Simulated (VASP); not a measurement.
Here is a VASP 6.6.1 calculation.

Contents of INCAR:

```
SYSTEM = Al2O3
ALGO = Fast
EDIFF = 1E-6
EDIFFG = -0.005
ENCUT = 600
GGA = PE
IBRION = 2
ISIF = 3
ISMEAR = -1
IVDW = 12
LASPH = .TRUE.
LCHARG = .FALSE.
LREAL = .FALSE.
LWAVE = .FALSE.
NELM = 80
NSW = 40
PREC = Accurate
SIGMA = 0.05
```

KPOINTS

```
k-points
0
G
  8 8 3
  0 0 0
```

The input POSCAR:

```
Al2O3
1.0
    2.8843249483      0.0000000000      0.0000000000
   -1.4421624742      2.4978986780      0.0000000000
    0.0000000000      0.0000000000      9.3367544600
Al O
2 3
Direct
    0.0000000000      0.0000000000      0.8500076700
    0.0000000000      0.0000000000      0.1499923300
    0.3333333333      0.6666666667      0.7776830800
    0.6666666667      0.3333333333      0.0000000000
    0.3333333333      0.6666666667      0.2223169200
```

Potentials or basis: VASP PAW PBE potentials, release 64 (Al, O).

The run is started by

```console
$ cat potpaw_PBE.64/Al/POTCAR potpaw_PBE.64/O/POTCAR > POTCAR
$ mpirun -np 1 vasp_std > vasp.out
```

(1) What does it give for the band gap on the k mesh?

(2) Estimate the relaxed cell.

(3) What does it give for the dispersion energy per atom?

(4) Estimate the space group after relaxing (to 0.05 Å).

Results:

(1) 4.56 eV, indirect (least direct gap 4.67 eV).

(2) a = 2.867 Å, b = 2.867 Å, c = 7.277 Å, α = 90.00°, β = 90.00°, γ = 120.00°.

(3) -0.195 eV.

(4) P-6m2 (No. 187).

Caveat: an odd mesh through Γ misses points on the zone boundary, where band edges often lie.
